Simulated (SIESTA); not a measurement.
The system is TiO2 (Anatase).

```
CELL_PARAMETERS angstrom
-1.89210 1.89210 4.75730
1.89210 -1.89210 4.75730
1.89210 1.89210 -4.75730
ATOMIC_POSITIONS crystal
Ti 0.75000 0.25000 0.50000
Ti 0.00000 0.00000 0.00000
O 0.79190 0.79190 0.00000
O 0.54190 0.04190 0.50000
O 0.95810 0.45810 0.50000
O 0.20810 0.20810 0.00000
```

Base run:

```yaml
Program: SIESTA 5.4.2
Functional: AM05
Potentials_or_basis: PseudoDojo 0.4 standard (PBEsol files)
Basis: DZP (energy shift 0.003 Ry; two zetas on semicore shells)
Grid_cutoff: 800 Ry
Energy_shift: 0.003 Ry
k_mesh: 6 × 6 × 6
Occupations: fermi-dirac, width 0.05 eV
Spin: no spin polarisation
```

Its results: band gap on the k mesh 2.01 eV, indirect (least direct gap 2.31 eV); pressure 3.4 GPa; largest force 0.059 eV/Å.

Problem. The run is repeated on the same cell with these changes: functional from AM05 to LDA; potentials or basis from PseudoDojo 0.4 standard (PBEsol files) to PseudoDojo 0.4 standard (LDA files). What comes out?

Solution. Band gap on the k mesh 1.96 eV, indirect (least direct gap 2.26 eV); pressure -2.4 GPa; largest force 0.021 eV/Å.

Caveats: the basis of atomic orbitals isn't converged, which shifts pressures, moduli and gaps; the potentials were made for another functional, which shifts forces and pressure (some runs).

A k mesh can miss the band edges.
